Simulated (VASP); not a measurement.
Set up this calculation in VASP 6.6.1, as the native input.

| Quantity | Value |
| --- | --- |
| Task | relaxation of cell and atoms |
| Functional | LDA |
| Potentials or basis | VASP PAW LDA potentials, release 64 (Sn_d, Te) |
| Cutoff | 520 eV |
| k mesh | 8 × 8 × 8 |
| Occupations | gaussian, width 0.02 eV |
| Spin | no spin polarisation |
| Further INCAR settings | ALGO = Fast; EDIFF = 1e-07; IBRION = 2; EDIFFG = -0.002; NSW = 80; ISIF = 3 |

The structure of SnTe lies in POSCAR:

```
SnTe                                    
1.0
    0.0000000000      3.1193562549      3.1193562549
    3.1193562549      0.0000000000      3.1193562549
    3.1193562549      3.1193562549     -0.0000000000
  Sn              Te            
     1     1
Direct
     0.0000000000000000    0.0000000000000000    0.0000000000000000
     0.5000000000000000    0.5000000000000000    0.5000000000000000
```

The input as run:

INCAR

```
ALGO = Fast
EDIFF = 1E-7
EDIFFG = -0.002
ENCUT = 520
GGA = CA
IBRION = 2
ISIF = 3
ISMEAR = 0
LASPH = True
LCHARG = False
LREAL = False
LWAVE = False
NELM = 80
NSW = 80
PREC = Accurate
SIGMA = 0.02
```

KPOINTS

```
k-points
0
Gamma
  8 8 8
```

Potentials or basis: VASP PAW LDA potentials, release 64 (Sn_d, Te).

Launch:

```sh
$ cat potpaw_LDA.64/Sn_d/POTCAR potpaw_LDA.64/Te/POTCAR > POTCAR
$ mpirun -np 1 vasp_std > vasp.out
```

Results of the run:

```
Relaxed volume                         : 30.35 Å³/atom
Relaxed cell                           : a = 4.411 Å, b = 4.411 Å, c = 4.411 Å, α = 60.00°, β = 60.00°, γ = 60.00°
Space group after relaxing (to 0.05 Å) : Fm-3m (No. 225)
Energy gained by relaxing              : 0.0 meV/atom
Ionic steps                            : 5
Pressure after relaxing                : 0.0 GPa
Band gap on the k mesh                 : 0.21 eV, direct
```

Caveat: spin-orbit coupling is left out, which moves the levels of the heavy elements.

It took 87 s on 1 thread of Intel(R) Xeon(R) Platinum 8375C CPU @ 2.90GHz (Ice Lake) (shared host), peak memory 0.19 GiB.
